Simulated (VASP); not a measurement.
VASP 6.6.1 run: KBr

INCAR

```
EDIFF = 1E-7
METAGGA = RTPSS
LREAL = .FALSE.
LWAVE = .FALSE.
ISMEAR = -1
ISIF = 2
NBANDS = 15
LASPH = .TRUE.
NELM = 120
PREC = Accurate
IBRION = -1
SIGMA = 0.02
LCHARG = .FALSE.
ENCUT = 520
NSW = 0
```

KPOINTS

```
KPOINTS created by Atomic Simulation Environment
0
Monkhorst-Pack
6 6 6
0 0 0
```

POSCAR

```
K  Br
 1.0000000000000000
     0.0000000000000000    3.8358312660000000    3.8358312660000000
     3.8358312660000000    0.0000000000000000    3.8358312660000000
     3.8358312660000000    3.8358312660000000    0.0000000000000000
 K   Br
   1   1
Cartesian
  0.0000000000000000  0.0000000000000000  0.0000000000000000
  1.9179156330000000  1.9179156330000000  1.9179156330000000
```

The recommended PBE PAW datasets give the neutral cell 16 valence electrons.

Command

```
mpirun -np 1 vasp_std
```

Problem. Predict the outcome of this run.

Solution. It converged. Results: gap between bands v and c on the k mesh 4.71 eV; least direct gap on the k mesh 4.72 eV; pressure -0.6 GPa. Band v is the last that the valence electrons fill when counted band by band, and c is the next.

OSZICAR

```
N       E                     dE             d eps       ncg     rms          rms(c)
DAV:   1     0.221113801517E+03    0.22111E+03   -0.13669E+04   840   0.451E+04
DAV:   2    -0.299300201922E+03   -0.52041E+03   -0.32904E+03  1342   0.308E+02
DAV:   3    -0.450010173234E+03   -0.15071E+03   -0.14984E+03  1261   0.262E+02
DAV:   4    -0.453886353662E+03   -0.38762E+01   -0.38397E+01  1257   0.597E+01
DAV:   5    -0.454430969174E+03   -0.54462E+00   -0.52918E+00  1256   0.158E+01    0.972E+01
DAV:   6     0.169370581419E+01    0.45612E+03   -0.17118E+03   938   0.131E+02    0.365E+01
DAV:   7     0.126611648140E+01   -0.42759E+00   -0.12628E+00  1395   0.706E+00    0.258E+01
DAV:   8     0.127569100716E+01    0.95745E-02   -0.14943E-01   994   0.225E+00    0.138E+01
DAV:   9     0.123521083013E+01   -0.40480E-01   -0.77795E-02   945   0.160E+00    0.294E+00
DAV:  10     0.121425846032E+01   -0.20952E-01   -0.18040E-02   924   0.840E-01    0.802E-01
DAV:  11     0.121016354000E+01   -0.40949E-02   -0.36257E-03   918   0.385E-01    0.858E-01
DAV:  12     0.120913082642E+01   -0.10327E-02   -0.11676E-03   854   0.223E-01    0.643E-02
DAV:  13     0.120904844252E+01   -0.82384E-04   -0.84307E-05  1072   0.654E-02    0.492E-02
DAV:  14     0.120902870042E+01   -0.19742E-04   -0.14064E-05   973   0.288E-02    0.596E-03
DAV:  15     0.120902298318E+01   -0.57172E-05   -0.11353E-05   876   0.223E-02    0.562E-03
DAV:  16     0.120902365825E+01    0.67508E-06   -0.26565E-07  1211   0.513E-03    0.621E-03
DAV:  17     0.120902359952E+01   -0.58735E-07   -0.33994E-07   875   0.419E-03
   1 F= 0.12090236E+01 E0= 0.12090236E+01  d E =-.228673E-12
```

The shifted mesh misses Γ, so a band edge there is missed.

For comparison, a separate PBE run of the intended cell, on usual settings and not on those above, gives a gap of 4.08 eV on its mesh and a pressure of -0.7 GPa.
